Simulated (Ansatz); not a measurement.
## BeTe: levels with and without spin–orbit coupling

```
Be Te
1.0
     0.00000    2.77000    2.77000
     2.77000    0.00000    2.77000
     2.77000    2.77000    0.00000
Be Te
1 1
Direct
  0.00000 0.00000 0.00000
  0.75000 0.75000 0.75000
```

Atom numbers follow the list: Be1, Te2.

The cell is COD entry 9008838, as deposited and not checked against the literature; nothing was relaxed. It differs from other determinations.

Levels of theory: DFT, PBE, all-electron LAPW, scalar-relativistic (Ansatz 0.2.0); DFT, PBE, all-electron LAPW, Dirac equation with spin-orbit coupling (Ansatz 0.2.0).

The runs use a Γ-centred 11×11×11 k mesh, Fermi–Dirac smearing of 0.05 eV, basis error target 0.5 meV/atom, no spin polarisation.

Levels between -8 and 3 eV, each run counted from its own valence-band top. Scalar levels are listed once for both spins; with the coupling every spinor state is counted. Levels near the edges of the range can cross them.

Q: At Γ (0.000, 0.000, 0.000) the scalar-relativistic levels are 0.00 (×3). What are they with spin–orbit coupling?

A: -0.95 (×2), 0.00 (×4).

Q: At U (-0.375, -0.375, 0.250) the scalar-relativistic levels are -4.99, -4.15, -2.39, 2.64. What are they with spin–orbit coupling?

A: -5.44, -5.22, -4.60, -4.32, -2.68, -2.67, 2.33, 2.36.

Q: At W (-0.500, -0.250, 0.250) the scalar-relativistic levels are -4.80, -3.96, -3.44. What are they with spin–orbit coupling?

A: -5.29, -4.95, -4.54, -4.08, -3.72, -3.67.

Q: Without the coupling the gap is 1.86 eV, indirect from Γ to X (-0.5, -0.5, 0). And with it?

A: 1.57 eV, indirect from Γ to X (-0.5, -0.5, 0).
